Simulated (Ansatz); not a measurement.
**Relativistic treatment of Zr**

```xyz
1
Lattice="0.0000 2.2550 2.2550 2.2550 0.0000 2.2550 2.2550 2.2550 0.0000" Properties=species:S:1:pos:R:3 pbc="T T T"
Zr    0.0000    0.0000    0.0000
```

The cell is COD entry 1534901, as deposited and not checked against the literature; nothing was relaxed.

One fixed cell is solved with PBE by all-electron LAPW in Ansatz 0.2.0 under different relativistic treatments. Pressure is positive in compression.

Settings: a Γ-centred 13×13×13 k mesh, Fermi–Dirac smearing of 0.05 eV, basis error target 0.5 meV/atom, no spin polarisation.

| setting | P (GPa) |
| --- | --- |
| scalar-relativistic | 1.19 |
| non-relativistic | ? |
| with spin–orbit coupling | 1.20 |
| scalar-relativistic, point nuclei | 1.19 |

(1) Fill in "P (GPa)" for the row "non-relativistic".

## Answers

(1) 0.77.
